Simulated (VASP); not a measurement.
# VASP inputs for CdSe (CsCl)

INCAR

```
PREC = Accurate
ISMEAR = -1
ISIF = 3
LWAVE = .FALSE.
EDIFFG = -5E-3
LREAL = .FALSE.
NELM = 120
NBANDS = 16
LCHARG = .FALSE.
EDIFF = 1E-7
LASPH = .TRUE.
IBRION = 2
ENCUT = 600
SIGMA = 0.02
GGA = PS
NSW = 40
```

KPOINTS

```
KPOINTS created by Atomic Simulation Environment
0
Gamma
6 6 6
0 0 0
```

POSCAR

```
Cd Se
 1.0000000000000000
     3.5571112203489168    0.0000000000000000    0.0000000000000000
     0.0000000000000000    3.5571112203489168    0.0000000000000000
     0.0000000000000000    0.0000000000000000    3.5571112203489168
 Cd  Se
   1   1
Cartesian
 -0.0000000000000000 -0.0000000000000000 -0.0000000000000000
  1.7785556101744584  1.7785556101744584  1.7785556101744584
```

VASP ran with the recommended PBE PAW datasets (18 valence electrons in the cell).

Estimate the main results of this run.

relaxed cell vector lengths 3.485, 3.485, 3.485 Å; relaxed cell volume 42.32 Å³.
